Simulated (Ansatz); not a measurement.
Run on diamond Si (110), 3 layers: DFT, PBE, all-electron LAPW, scalar-relativistic (Ansatz 0.2.0).

The slab is cut from a bulk crystal relaxed on PAW files (its atoms may have been relaxed since).

Command: `ansatz run input.yaml --threads 2 --pin off --max-ram 4096MiB --backend cpu --events-out ev --progress --plain --runs-dir out` It took 48 s on 2 threads of Intel(R) Xeon(R) Platinum 8375C CPU @ 2.90GHz (Ice Lake), on a shared host, peak memory 0.69 GiB.

```yaml
crystal:
  lattice:
    - [3.8685410222, 0.0, 0.0]
    - [0.0, 5.4709431802, 0.0]
    - [0.0, 0.0, 19.8685]
  atoms:
    - { symbol: Si, position: [0.75, 0.125, 0.4026463744] }
    - { symbol: Si, position: [0.25, 0.875, 0.4026463744] }
    - { symbol: Si, position: [0.25, 0.625, 0.5] }
    - { symbol: Si, position: [0.75, 0.375, 0.5] }
    - { symbol: Si, position: [0.75, 0.125, 0.5973536256] }
    - { symbol: Si, position: [0.25, 0.875, 0.5973536256] }
kpoints:
  mp_grid: { grid: [8, 6, 1] }
scf:
  occupations: { method: fermi_dirac, width: 0.02 }
hamiltonian:
  xc: pbe
  pseudopotentials: { kind: all_electron, lapw: { basis_error: 0.001 } }
output:
  forces: true
  stress: true
  eigenvalues: true
  populations: true
  dos: { projected: true, de: 0.2, e_range: [-14, 8] }
efield:
  axis: 3
  amplitude: 0
  dipole_correction: true
```

Output:

```
Si: projections on atomic orbitals take those of the free atom 1s2 2s2 2p6 3s2 3p2, of charge +0.00 (hamiltonian.pseudopotentials.projection_atoms)
LAPW: plane waves up to 7.502 Å⁻¹, error target 1.0e-3 eV per atom; small_component_spin mean_spin; Si in spheres of 1.184 Å, 12 of its electrons in bands, Dirac shells [] (how accurate: hamiltonian.pseudopotentials.lapw.basis_error, Limitations)
Engine: ansatz 0.2.0
Pseudopotentials: kind: all_electron
Pseudopotential: Si, LAPW, valence charge 12, lapw/all_electron/scalar/gaussian/Si, Koelling and Harmon's equation, gaussian nucleus
Functional definition: PBE
  parameter kappa = 0.804
  parameter beta = 0.06672455060314922
  exchange = pbe_x(kappa = kappa, mu = beta*pi^2/3)
  correlation = pbe_c(beta = beta)
Crystal: 6 atoms, lattice volume = 420.508 Å³
Basis set: ecut = 214.435965904601 eV, 3007 PW (Γ), exchange–correlation at level 2
Bands: 44, of which v1, the nominal top of the filled ones, is band 36 counted from 1 (35 counted from 0)
Symmetry: 4 space group operations
k-points: 20 of 48
Non-local potential: Si, projectors of the file, none
Initial density: superposition of atomic densities (neutral atoms: chi_scale 0, normalization atom)
Initial wavefunctions: plane waves of lowest kinetic energy (no species holds an atomic orbital)
Functional: x = pbe(κ = 0.804, μ = 0.2195149727645171), c = pbe(β = 0.06672455060314922)
iter 1 solved again at ethr=4.64e-3 eV; its pass at ethr=1.00e-1 eV (dr2=3.34e0 eV) is discarded
SCF iter   1: F=—  HF=-47350.169433 eV  |F-HF|=—  |Δ(HF+E_count)|=         —  Δρ=2.02e-2  dr2=3.35e0  ethr=4.64e-3  p=0.000 e·Å  D=2.73e-16 V/Å  ΔV_dip=-0.00 eV  dr2_dipole=1.38e-26  V_vac-E_F(+/−)=6.18/6.18 eV  ⟨swp⟩=3.0  Hψ=6061  notcnv=0
efield: sawtooth ramp at fractional position 0.9500 (placed from the atoms, in the widest stretch of the axis that holds none; the zero of the levels goes with the place), width 0.1000; the density the first Hamiltonian is built on has a dipole p = 0.000 e·Å; the dipole correction subtracts the counter field D = 3.25e-14 V/Å, which shifts the + side's vacuum level by -0.00 eV against the − side's; the planar-averaged density in the ramp window peaks in size at 7.7e-7 e/Å³
preconditioner: auto → LDOS  [metal: Δε(μ)=0.015 eV  Ē_g=7.573 eV  σ=0.020 eV  W_gap=0.18  n_scr=60 (ndim 8)  ℏωp=8.9 eV  f_vac=0.615  D(μ)=3.09/eV (n_scr^D=8)  β→1.0]
iter 2 solved again at ethr=4.48e-4 eV; its pass at ethr=4.64e-3 eV (dr2=3.23e-1 eV) is discarded
SCF iter   2: F=—  HF=-47349.427649 eV  |F-HF|=—  |Δ(HF+E_count)|=   7.42e-1  Δρ=7.16e-3  dr2=3.23e-1  ethr=4.48e-4  p=0.000 e·Å  D=3.16e-7 V/Å  ΔV_dip=-0.00 eV  dr2_dipole=2.16e-10  V_vac-E_F(+/−)=4.95/4.95 eV  ⟨swp⟩=2.1  Hψ=4791  notcnv=0
SCF iter   3: F=—  HF=-47349.412099 eV  |F-HF|=—  |Δ(HF+E_count)|=   1.55e-2  Δρ=2.24e-3  dr2=9.63e-2  ethr=4.48e-4  p=0.000 e·Å  D=7.46e-9 V/Å  ΔV_dip=-0.00 eV  dr2_dipole=6.38e-12  V_vac-E_F(+/−)=5.06/5.06 eV  ⟨swp⟩=3.5  Hψ=2843  notcnv=0
SCF iter   4: F=—  HF=-47349.401517 eV  |F-HF|=—  |Δ(HF+E_count)|=         —  Δρ=7.55e-4  dr2=1.27e-2  ethr=1.34e-4  p=-0.000 e·Å  D=-2.10e-8 V/Å  ΔV_dip=0.00 eV  dr2_dipole=8.23e-14  V_vac-E_F(+/−)=4.91/4.91 eV  ⟨swp⟩=3.0  Hψ=2659  notcnv=0
the basis was enlarged: its passes take 523.2 KiB over the memory plan, 2 of 2 planned eigensolver slots
SCF iter   5: F=—  HF=-47349.399907 eV  |F-HF|=—  |Δ(HF+E_count)|=   1.61e-3  Δρ=2.00e-4  dr2=8.50e-4  ethr=1.76e-5  p=-0.000 e·Å  D=-1.31e-8 V/Å  ΔV_dip=0.00 eV  dr2_dipole=1.68e-15  V_vac-E_F(+/−)=4.81/4.81 eV  ⟨swp⟩=3.1  Hψ=2754  notcnv=0
SCF iter   6: F=—  HF=-47349.399866 eV  |F-HF|=—  |Δ(HF+E_count)|=   4.10e-5  Δρ=7.52e-5  dr2=7.37e-5  ethr=1.18e-6  p=-0.000 e·Å  D=-7.55e-9 V/Å  ΔV_dip=0.00 eV  dr2_dipole=2.64e-17  V_vac-E_F(+/−)=4.77/4.77 eV  ⟨swp⟩=3.0  Hψ=2629  notcnv=0
SCF iter   7: F=—  HF=-47349.399870 eV  |F-HF|=—  |Δ(HF+E_count)|=   3.39e-6  Δρ=1.96e-5  dr2=4.76e-6  ethr=1.02e-7  p=-0.000 e·Å  D=-3.04e-9 V/Å  ΔV_dip=0.00 eV  dr2_dipole=2.02e-17  V_vac-E_F(+/−)=4.76/4.76 eV  ⟨swp⟩=3.0  Hψ=2530  notcnv=0
SCF iter   8: F=—  HF=-47349.399871 eV  |F-HF|=—  |Δ(HF+E_count)|=   1.16e-6  Δρ=5.97e-6  dr2=3.98e-7  ethr=6.61e-9  p=-0.000 e·Å  D=-5.71e-10 V/Å  ΔV_dip=0.00 eV  dr2_dipole=1.20e-18  V_vac-E_F(+/−)=4.76/4.76 eV  ⟨swp⟩=3.0  Hψ=2527  notcnv=0
SCF iter   9: F=-47349.399871 eV  HF=-47349.399871 eV  |F-HF|=4.23e-8  |Δ(HF+E_count)|=   1.75e-9  Δρ=1.71e-6  dr2=1.67e-8  ethr=5.53e-10  p=-0.000 e·Å  D=-1.42e-10 V/Å  ΔV_dip=0.00 eV  dr2_dipole=2.07e-21  V_vac-E_F(+/−)=4.76/4.76 eV  ⟨swp⟩=3.0  Hψ=2359  notcnv=0
SCF 1 converged in 9 iterations: F = -47349.399871 eV  dr2 = 1.67e-8
SCF converged after 9 iterations
Free energy (F): -47349.399871 eV
Harris-Foulkes:  -47349.399871 eV  (|F-HF|=4.23e-8)
Internal energy: -47349.390190 eV  (E = F + TS)
E sigma→0 (E₀):  -47349.395031 eV
Entropy (-TS):   -0.009681 eV (-1.613 meV/atom)
Fermi energy:    -1.277820 eV
Dipole field:    D = -0.000000 V/Å  (p = -0.000000 e·Å, saw-weighted, corrected)
Work function:   Φ+ = 4.7578 eV   Φ− = 4.7578 eV
Levels:          The Fermi level and band energies are counted from a zero that moves with the ramp; work functions are not
--- Per-component energies (eV) ---
  E_band       = -5046.036096
  E_kinetic    = 47477.388525
  E_xc         = -3400.835587
  E_efield     = 0.000000  (sawtooth field / dipole correction)
  E_electrostatic = -91425.943129  (all electrons and nuclei)
  E_smearing   = -0.009681  (= −TS)
  E_closure    = 0.000000  (closes the sum)
  E_atoms      = -47321.141298  (free atoms, spherical and without spin; not in F)
  Σ components = -47349.399871   (vs F -47349.399871, Δ=0.00e0)
  Basis errors (estimates in eV, not in F): energy 5.1e-4 per atom: plane waves 4.7e-4 (2.8e-4 summed), levels above the bands 5.8e-98, relativity 8.2e-9, radial functions 4.3e-5, core shells 1.5e-11; eigenvalues (radial functions only) 5.1e-7; not estimated: angular momenta, meshes, grids; target (lapw.basis_error) 1.0e-3; muffin-tin radii Si 1.184 Å
--- Forces (eV/Å), atoms counted from 1 ---
  atom   1  Si     0.00000000    -0.57849155     0.25658442
  atom   2  Si     0.00000000     0.57849155     0.25658442
  atom   3  Si     0.00000000     0.04534552     0.00000000
  atom   4  Si     0.00000000    -0.04534552     0.00000000
  atom   5  Si     0.00000000    -0.57849154    -0.25658443
  atom   6  Si     0.00000000     0.57849154    -0.25658443
  max |Σ_I F_I| component: 8.52e-10 eV/Å
--- Stress (GPa, compression-positive) ---
       -0.588338       0.000000       0.000000
        0.000000      -0.565969       0.000000
        0.000000       0.000000      -0.754117
  P = ⅓ Tr σ = -0.6361 GPa (-6.361 kbar)
--- Band table (eV; the first three rows and the last of 20) ---
  k-point 0: bands = ["-135.1971", "-135.1971", "-135.1937", "-135.1936", "-135.1770", "-135.1736", "-91.2827", "-91.2825", "-91.2798", "-91.2795", "-91.2466", "-91.2436", "-91.2315", "-91.2277", "-91.2247", "-91.2216", "-91.2133", "-91.2132", "-91.2074", "-91.2046", "-91.1970", "-91.1958", "-91.1957", "-91.1898", "-12.3671", "-10.6922", "-9.2752", "-8.1597", "-5.8294", "-4.5231", "-4.2778", "-3.5196", "-2.3570", "-2.0364", "-1.9900", "-1.4827", "-1.0711", "0.1230", "0.5347", "1.3332", "1.7371", "1.8039", "2.0762", "2.9903"]
  k-point 1: bands = ["-135.1971", "-135.1971", "-135.1937", "-135.1936", "-135.1770", "-135.1736", "-91.2827", "-91.2825", "-91.2798", "-91.2795", "-91.2465", "-91.2438", "-91.2315", "-91.2276", "-91.2248", "-91.2216", "-91.2133", "-91.2132", "-91.2074", "-91.2046", "-91.1971", "-91.1958", "-91.1957", "-91.1898", "-12.2562", "-10.6523", "-9.8488", "-7.5814", "-6.2756", "-4.2580", "-4.0255", "-3.4262", "-2.4426", "-2.3378", "-1.8444", "-1.7021", "-0.6710", "0.1721", "0.2652", "1.3124", "1.4809", "1.9504", "2.3108", "3.2659"]
  k-point 2: bands = ["-135.1971", "-135.1971", "-135.1937", "-135.1936", "-135.1770", "-135.1736", "-91.2827", "-91.2825", "-91.2798", "-91.2795", "-91.2460", "-91.2444", "-91.2314", "-91.2274", "-91.2249", "-91.2217", "-91.2132", "-91.2132", "-91.2075", "-91.2045", "-91.1971", "-91.1957", "-91.1957", "-91.1898", "-11.9277", "-10.6724", "-10.5661", "-6.8371", "-6.7752", "-4.5075", "-3.3686", "-3.1539", "-2.4687", "-2.2982", "-2.1916", "-1.3105", "-0.9311", "-0.4330", "0.6487", "1.1564", "1.5699", "2.1809", "2.8472", "3.1630"]
  k-point 19: bands = ["-135.1954", "-135.1954", "-135.1953", "-135.1953", "-135.1753", "-135.1753", "-91.2813", "-91.2813", "-91.2811", "-91.2811", "-91.2453", "-91.2453", "-91.2297", "-91.2297", "-91.2262", "-91.2262", "-91.2072", "-91.2072", "-91.2026", "-91.2026", "-91.2023", "-91.2023", "-91.1927", "-91.1927", "-10.0783", "-10.0783", "-8.4343", "-8.4343", "-7.8430", "-7.8430", "-4.2981", "-4.2981", "-3.7085", "-3.7085", "-1.9482", "-1.9482", "-0.7481", "-0.7481", "2.1242", "2.1242", "2.6934", "2.6934", "3.0298", "3.0298"]
--- Löwdin populations: 6 sites ---
  site symbol       q [e]
     0     Si     13.9600
     1     Si     13.9600
     2     Si     13.9364
     3     Si     13.9364
     4     Si     13.9600
     5     Si     13.9600
  spilling = 0.003420 (of n_electrons = 84.000000)
```

populations.tsv:

```
# site	symbol	l	j	q
# orbitals = lowdin
# n_electrons = 84.000000
# spilling = 0.003420
# projection_atom_Si: 1s2 2s2 2p6 3s2 3p2
0	Si	0_1S	-	1.999864
0	Si	0_2S	-	1.988901
0	Si	0_3S	-	1.359435
0	Si	1_2P	-	5.997750
0	Si	1_3P	-	2.614027
1	Si	0_1S	-	1.999864
1	Si	0_2S	-	1.988901
1	Si	0_3S	-	1.359435
1	Si	1_2P	-	5.997750
1	Si	1_3P	-	2.614027
2	Si	0_1S	-	1.999831
2	Si	0_2S	-	1.986274
2	Si	0_3S	-	1.240874
2	Si	1_2P	-	5.996914
2	Si	1_3P	-	2.712503
3	Si	0_1S	-	1.999831
3	Si	0_2S	-	1.986274
3	Si	0_3S	-	1.240874
3	Si	1_2P	-	5.996914
3	Si	1_3P	-	2.712503
4	Si	0_1S	-	1.999864
4	Si	0_2S	-	1.988901
4	Si	0_3S	-	1.359435
4	Si	1_2P	-	5.997750
4	Si	1_3P	-	2.614027
5	Si	0_1S	-	1.999864
5	Si	0_2S	-	1.988901
5	Si	0_3S	-	1.359435
5	Si	1_2P	-	5.997750
5	Si	1_3P	-	2.614027
```

Next run (atoms relaxed), as changes to the input before:

```diff
   atoms:
-    - { symbol: Si, position: [0.75, 0.125, 0.4026463744] }
-    - { symbol: Si, position: [0.25, 0.875, 0.4026463744] }
-    - { symbol: Si, position: [0.25, 0.625, 0.5] }
-    - { symbol: Si, position: [0.75, 0.375, 0.5] }
-    - { symbol: Si, position: [0.75, 0.125, 0.5973536256] }
-    - { symbol: Si, position: [0.25, 0.875, 0.5973536256] }
+    - { symbol: Si, position: [0.75, 0.1155783311, 0.4082130297] }
+    - { symbol: Si, position: [0.25, 0.8844216689, 0.4082130297] }
+    - { symbol: Si, position: [0.25, 0.6198304794, 0.499999997] }
+    - { symbol: Si, position: [0.75, 0.3801695206, 0.499999997] }
+    - { symbol: Si, position: [0.75, 0.1155783125, 0.5917869733] }
+    - { symbol: Si, position: [0.25, 0.8844216875, 0.5917869733] }
 kpoints:
   eigenvalues: true
-  populations: true
-  dos: { projected: true, de: 0.2, e_range: [-14, 8] }
+relax:
+  f_tol: 0.01
+  max_steps: 12
 efield:
```

Command: `ansatz run input.yaml --threads 2 --pin off --max-ram 4096MiB --backend cpu --events-out ev --progress --plain --runs-dir out` It took 76 s on 2 threads of Intel(R) Xeon(R) Platinum 8375C CPU @ 2.90GHz (Ice Lake), with other jobs on the host, peak memory 1.9 GiB.

Results part of the output:

```
SCF converged after 2 iterations
Free energy (F): -47349.514931 eV
Harris-Foulkes:  -47349.514931 eV  (|F-HF|=9.66e-9)
Internal energy: -47349.507468 eV  (E = F + TS)
E sigma→0 (E₀):  -47349.511199 eV
Entropy (-TS):   -0.007463 eV (-1.244 meV/atom)
Fermi energy:    -1.308527 eV
Dipole field:    D = 0.000000 V/Å  (p = 0.000000 e·Å, saw-weighted, corrected)
Work function:   Φ+ = 4.7853 eV   Φ− = 4.7853 eV
Levels:          The Fermi level and band energies are counted from a zero that moves with the ramp; work functions are not
--- Per-component energies (eV) ---
  E_band       = -5047.132811
  E_kinetic    = 47485.770556
  E_xc         = -3403.278229
  E_efield     = 0.000000  (sawtooth field / dipole correction)
  E_electrostatic = -91431.999794  (all electrons and nuclei)
  E_smearing   = -0.007463  (= −TS)
  E_closure    = 0.000000  (closes the sum)
  E_atoms      = -47321.141298  (free atoms, spherical and without spin; not in F)
[... lines left out ...]
--- Stress (GPa, compression-positive) ---
        0.383834       0.000000       0.000000
        0.000000       0.931670       0.000000
        0.000000       0.000000      -0.002557
  P = ⅓ Tr σ = 0.4376 GPa (4.376 kbar)
--- Band table (eV; the first three rows and the last of 20) ---
  k-point 0: bands = ["-135.1564", "-135.1563", "-135.1515", "-135.1514", "-135.1089", "-135.1047", "-91.2406", "-91.2406", "-91.2367", "-91.2367", "-91.1884", "-91.1850", "-91.1815", "-91.1769", "-91.1732", "-91.1731", "-91.1669", "-91.1630", "-91.1481", "-91.1481", "-91.1370", "-91.1368", "-91.1286", "-91.1152", "-12.6709", "-10.8829", "-9.4439", "-8.3736", "-5.7576", "-4.5303", "-4.4987", "-3.8839", "-2.7163", "-1.9967", "-1.7760", "-1.6534", "-0.9921", "-0.2397", "0.8793", "1.1215", "1.5884", "1.9322", "2.0471", "3.0438"]
  k-point 1: bands = ["-135.1564", "-135.1563", "-135.1515", "-135.1514", "-135.1089", "-135.1047", "-91.2406", "-91.2406", "-91.2367", "-91.2367", "-91.1883", "-91.1850", "-91.1817", "-91.1769", "-91.1732", "-91.1731", "-91.1665", "-91.1632", "-91.1481", "-91.1481", "-91.1370", "-91.1367", "-91.1287", "-91.1152", "-12.5576", "-10.8468", "-10.0711", "-7.7263", "-6.2196", "-4.4883", "-3.9647", "-3.7885", "-2.6999", "-2.1937", "-2.0089", "-1.8275", "-0.6752", "-0.0890", "0.5487", "1.0738", "1.4718", "2.1635", "2.1967", "3.2436"]
  k-point 2: bands = ["-135.1564", "-135.1563", "-135.1515", "-135.1514", "-135.1089", "-135.1047", "-91.2406", "-91.2406", "-91.2367", "-91.2367", "-91.1881", "-91.1849", "-91.1822", "-91.1770", "-91.1732", "-91.1731", "-91.1657", "-91.1638", "-91.1481", "-91.1481", "-91.1369", "-91.1367", "-91.1287", "-91.1152", "-12.2213", "-10.9345", "-10.7697", "-6.8584", "-6.7828", "-4.5795", "-3.5096", "-3.2709", "-2.6665", "-2.5223", "-2.4478", "-1.3289", "-1.0835", "-0.0734", "0.3518", "0.9789", "1.4964", "2.5179", "2.7819", "3.0855"]
  k-point 19: bands = ["-135.1539", "-135.1539", "-135.1539", "-135.1539", "-135.1068", "-135.1068", "-91.2388", "-91.2388", "-91.2388", "-91.2388", "-91.1871", "-91.1871", "-91.1840", "-91.1840", "-91.1667", "-91.1667", "-91.1576", "-91.1576", "-91.1566", "-91.1566", "-91.1381", "-91.1381", "-91.1206", "-91.1206", "-10.3445", "-10.3445", "-8.6003", "-8.6003", "-8.1272", "-8.1272", "-4.3589", "-4.3589", "-3.8423", "-3.8423", "-1.8654", "-1.8654", "-0.5651", "-0.5651", "2.0008", "2.0008", "2.8197", "2.8197", "2.9466", "2.9466"]
--- Relaxed structure (2 steps of the walk, 2 accepted, 0 SCFs on fresh bases) ---
  F+E_penalty+E_count = -47349.51493057 eV   max|allowed force component| = 4.894e-3 eV/Å
  atoms:
    - { symbol: Si, position: [0.7500000000000001, 0.11557833109999999, 0.4082130297] }
    - { symbol: Si, position: [0.25000000000000006, 0.8844216689, 0.4082130297] }
    - { symbol: Si, position: [0.25000000000000006, 0.6198304794, 0.4999999969999999] }
    - { symbol: Si, position: [0.7500000000000001, 0.3801695206, 0.4999999969999999] }
    - { symbol: Si, position: [0.7500000000000001, 0.1155783125, 0.5917869733] }
    - { symbol: Si, position: [0.25000000000000006, 0.8844216874999999, 0.5917869733] }
```

Next run (field of 0.1 V/Å along the normal), as changes to the input before:

```diff
   eigenvalues: true
-relax:
-  f_tol: 0.01
-  max_steps: 12
 efield:
   axis: 3
-  amplitude: 0
+  amplitude: 0.1
   dipole_correction: true
```

Results part of the output:

```
SCF 1 converged in 8 iterations: F = -47349.518840 eV  dr2 = 8.98e-8
SCF converged after 8 iterations
Free energy (F): -47349.518840 eV
Harris-Foulkes:  -47349.518839 eV  (|F-HF|=1.12e-7)
Internal energy: -47349.511378 eV  (E = F + TS)
E sigma→0 (E₀):  -47349.515109 eV
Entropy (-TS):   -0.007462 eV (-1.244 meV/atom)
Fermi energy:    -1.309275 eV
Dipole field:    D = 0.033209 V/Å  (p = 0.077174 e·Å, saw-weighted, corrected)
Work function:   not extracted (applied field tilts the vacuum); planar V_es + V_field profile in the machine report
Levels:          The Fermi level and band energies are counted from a zero that moves with the ramp; work functions are not
--- Per-component energies (eV) ---
  E_band       = -5047.190713
  E_kinetic    = 47485.772126
  E_xc         = -3403.277681
  E_efield     = -0.006432  (sawtooth field / dipole correction)
  E_electrostatic = -91431.999390  (all electrons and nuclei)
  E_smearing   = -0.007462  (= −TS)
[... lines left out ...]
--- Forces (eV/Å), atoms counted from 1 ---
  atom   1  Si     0.00000000     0.00782666     0.00076982
  atom   2  Si     0.00000000    -0.00782666     0.00076982
  atom   3  Si     0.00000000    -0.00094373     0.00100396
  atom   4  Si     0.00000000     0.00094373     0.00100396
  atom   5  Si     0.00000000     0.00177141    -0.00178099
  atom   6  Si     0.00000000    -0.00177141    -0.00178099
  max |Σ_I F_I| component: 1.44e-5 eV/Å
--- Stress (GPa, compression-positive) ---
        0.385332       0.000000       0.000000
        0.000000       0.933134       0.000000
        0.000000       0.000000      -0.001393
  P = ⅓ Tr σ = 0.4390 GPa (4.390 kbar)
--- Band table (eV; the first three rows and the last of 20) ---
  k-point 0: bands = ["-135.1667", "-135.1617", "-135.1478", "-135.1428", "-135.1097", "-135.1055", "-91.2517", "-91.2478", "-91.2313", "-91.2274", "-91.1961", "-91.1884", "-91.1832", "-91.1800", "-91.1735", "-91.1667", "-91.1648", "-91.1620", "-91.1581", "-91.1397", "-91.1378", "-91.1375", "-91.1294", "-91.1160", "-12.6717", "-10.8836", "-9.4446", "-8.3743", "-5.7584", "-4.5311", "-4.4993", "-3.8847", "-2.7170", "-1.9975", "-1.7768", "-1.6541", "-0.9929", "-0.2404", "0.8786", "1.1208", "1.5877", "1.9315", "2.0354", "2.9356"]
  k-point 1: bands = ["-135.1667", "-135.1617", "-135.1478", "-135.1428", "-135.1097", "-135.1055", "-91.2517", "-91.2478", "-91.2313", "-91.2274", "-91.1960", "-91.1885", "-91.1832", "-91.1798", "-91.1738", "-91.1663", "-91.1648", "-91.1622", "-91.1581", "-91.1398", "-91.1377", "-91.1375", "-91.1294", "-91.1160", "-12.5584", "-10.8476", "-10.0718", "-7.7271", "-6.2203", "-4.4890", "-3.9654", "-3.7893", "-2.7007", "-2.1945", "-2.0096", "-1.8283", "-0.6759", "-0.0897", "0.5479", "1.0731", "1.4711", "2.1532", "2.1960", "3.0840"]
  k-point 2: bands = ["-135.1667", "-135.1617", "-135.1478", "-135.1428", "-135.1097", "-135.1055", "-91.2517", "-91.2478", "-91.2313", "-91.2274", "-91.1959", "-91.1887", "-91.1832", "-91.1795", "-91.1744", "-91.1654", "-91.1648", "-91.1628", "-91.1581", "-91.1399", "-91.1376", "-91.1374", "-91.1295", "-91.1160", "-12.2220", "-10.9353", "-10.7704", "-6.8591", "-6.7835", "-4.5802", "-3.5104", "-3.2717", "-2.6672", "-2.5230", "-2.4485", "-1.3297", "-1.0843", "-0.0742", "0.3511", "0.9782", "1.4956", "2.5106", "2.7812", "3.0810"]
  k-point 19: bands = ["-135.1642", "-135.1642", "-135.1453", "-135.1453", "-135.1076", "-135.1076", "-91.2499", "-91.2499", "-91.2295", "-91.2295", "-91.1950", "-91.1950", "-91.1788", "-91.1788", "-91.1686", "-91.1686", "-91.1649", "-91.1649", "-91.1490", "-91.1490", "-91.1388", "-91.1388", "-91.1214", "-91.1214", "-10.3452", "-10.3452", "-8.6011", "-8.6011", "-8.1279", "-8.1279", "-4.3596", "-4.3596", "-3.8430", "-3.8430", "-1.8661", "-1.8661", "-0.5658", "-0.5658", "2.0000", "2.0000", "2.8182", "2.8182", "2.9463", "2.9463"]
```

Real surfaces of this kind reconstruct, which a 1×1 cell forbids.
